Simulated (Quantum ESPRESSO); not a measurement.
**CdF2 under changes of volume**

One of the cells (13.035 Å³/atom); the others are scaled copies at fixed shape and fractional positions:

```
CELL_PARAMETERS angstrom
0.00000 2.69400 2.69400
2.69400 0.00000 2.69400
2.69400 2.69400 0.00000
ATOMIC_POSITIONS crystal
Cd 0.00000 0.00000 0.00000
F 0.75000 0.75000 0.75000
F 0.25000 0.25000 0.25000
```

| Item | Value |
| --- | --- |
| Program | Quantum ESPRESSO 7.5 |
| Functional | PBE |
| Potentials or basis | SSSP 1.3 efficiency PBE |
| Cutoff | 816 eV |
| Density cutoff | 6531 eV |
| k mesh | 9 × 9 × 9 |
| Occupations | fermi-dirac, width 0.05 eV |
| Spin | no spin polarisation |

```csv
volume (Å³/atom),energy over the lowest point (meV/atom),pressure (GPa),gap on the mesh (eV)
12.253,62.10,14.5,3.29
12.513,40.96,11.3,3.22
12.774,?,?,?
13.035,13.06,5.9,3.08
13.295,5.28,3.6,3.01
13.556,1.05,1.5,2.94
13.817,0.00,-0.3,2.87
```

Question: What does the run at 12.774 Å³/atom give?

Answer: Energy over the lowest point 24.80 meV/atom; pressure 8.4 GPa; gap on the mesh 3.15 eV.

Worked out: A Birch-Murnaghan fit of order 3 (a polynomial in V^(-2/3)) to the other rows has its minimum at 13.78 Å³/atom with B0 = V·E''(V) = 93 GPa and B' = 5.0. It gives 24.78 meV/atom at 12.774 Å³/atom, against the run's 24.80, and -dE/dV = 8.5 GPa, against 8.4. A straight line through the other rows of the gap, of slope -3.49 eV per unit of ln V, gives 3.15 eV, against the run's 3.15.

Energies are extrapolated to zero smearing.

Caveats: an odd mesh through Γ misses points on the zone boundary, where band edges often lie. Spin-orbit coupling on Cd is left out.
